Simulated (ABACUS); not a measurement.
Runs of ABACUS 3.10.1 on Sb. It takes space group R-3m (No. 166, trigonal). Conventional cell: a = 4.308 Å, b = 4.308 Å, c = 11.274 Å, α = 90.00°, β = 90.00°, γ = 120.00°. Sb (site symmetry 3m) has 3 Sb at 2.91 Å as nearest neighbours. 

```tsv
task	level	potentials or basis	cell	k mesh	cutoff (eV)	SCF threshold on the density	eigensolver	symmetry key	orbital files	share of exact exchange	mesh quality	gap on the mesh (eV)	pressure (GPa)	largest force (eV/Å)
single point	HSE-type (share 0.25, screening 0.11/bohr)	SG15 ONCV 1.2 PBE, DZP LCAO (the cutoffs set its grid)	as given	4 × 4 × 4	1361	1e-07	genelpa	1	Sb Sb_confined-atom_8au_2s2p2d.orb	0.25	coarse	0.35	-	-
single point	HSE-type (share 0.1, screening 0.11/bohr)	SG15 ONCV 1.2 PBE, DZP LCAO (the cutoffs set its grid)	as given	4 × 4 × 4	1361	1e-07	genelpa	1	Sb Sb_confined-atom_8au_2s2p2d.orb	0.1	coarse	0.22	-	-
single point	PBEsol	PseudoDojo NC SR 0.4.1 PBEsol standard, plane waves	as given	8 × 8 × 8	1102	1e-08	dav	1	-	-	not flagged	none	(b)	(c)
single point	PBEsol	PseudoDojo NC SR 0.4.1 PBEsol standard, plane waves	atoms moved at random, drawn with an rms of 0.05 Å	8 × 8 × 8	1102	1e-08	dav	1	-	-	not flagged	none	-0.5	0.11
single point	HSE-type (share 0.4, screening 0.11/bohr)	SG15 ONCV 1.2 PBE, DZP LCAO (the cutoffs set its grid)	as given	4 × 4 × 4	1361	1e-07	genelpa	1	Sb Sb_confined-atom_8au_2s2p2d.orb	0.4	coarse	0.42	-	-
single point	r2SCAN	SG15 ONCV 1.2 PBE, plane waves	as given	5 × 5 × 5	1279	1e-08	dav	1	-	-	not flagged	0.40	0.1	(a)
```

Alike in all rows: no spin polarisation; smearing fermi-dirac 0.05 eV.

**Question.** Estimate the missing entries.

**Answer.** (a) 0.28; (b) 0.0; (c) 0.13.

Caveats: some runs use coarse meshes; the potentials were made for another functional, which shifts forces and pressure (some runs); spin-orbit coupling is left out, which moves the levels of the heavy elements (some runs); the atomic orbitals were generated for these runs and aren't a published set (some runs); gaps of hybrids in this basis differ from plane-wave ones by up to 0.1 eV (some runs); the basis of atomic orbitals isn't converged, which shifts pressures, moduli and gaps (some runs); an odd mesh through Γ misses points on the zone boundary, where band edges often lie (some runs).

A k mesh can miss the band edges, and the runs leave out spin-orbit coupling on Sb.

A gap of «none» marks a metal or a gap under the smearing width.

Runs at the PBE level aren't shown here.
